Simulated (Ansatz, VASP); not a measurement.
**AlNi: VASP beside Ansatz**

```
Al Ni
1.0
     2.85745    0.00000    0.00000
     0.00000    2.85745    0.00000
     0.00000    0.00000    2.85745
Al Ni
1 1
Direct
  0.00000 0.00000 0.00000
  0.50000 0.50000 0.50000
```

Alike in both runs: functional PBE; dispersion D3(BJ); k mesh 14 × 14 × 14; occupations gaussian, width 0.1 eV; no spin polarisation.

Ansatz relaxed the structure, and its values are those at the end. VASP's run is a single point on that final structure, the one shown.

```csv
,VASP,Ansatz
version,VASP 6.6.1,Ansatz 0.2.0
potentials or method,"VASP PAW PBE potentials, release 64 (Al, Ni)","scalar-relativistic, plane waves, PAW"
plane-wave cutoff (eV),520,420
valence electrons in the cell,13,21
```

Ansatz gave:

| Property | Result |
| --- | --- |
| gap on the k mesh at the Fermi level (eV) | none |
| pressure (GPa) | 0.0 |

Estimate VASP's values.

gap on the k mesh at the Fermi level (eV): none; pressure (GPa): -0.1.

A gap of «none» marks a metal or a gap that the smearing closes. The two sets of potentials don't hold the same shells in valence.

Caveats: pairwise dispersion overbinds metals, which lowers pressure and volume. Spin polarisation is off, so any magnetic state and its effect on volume and gap are missing.
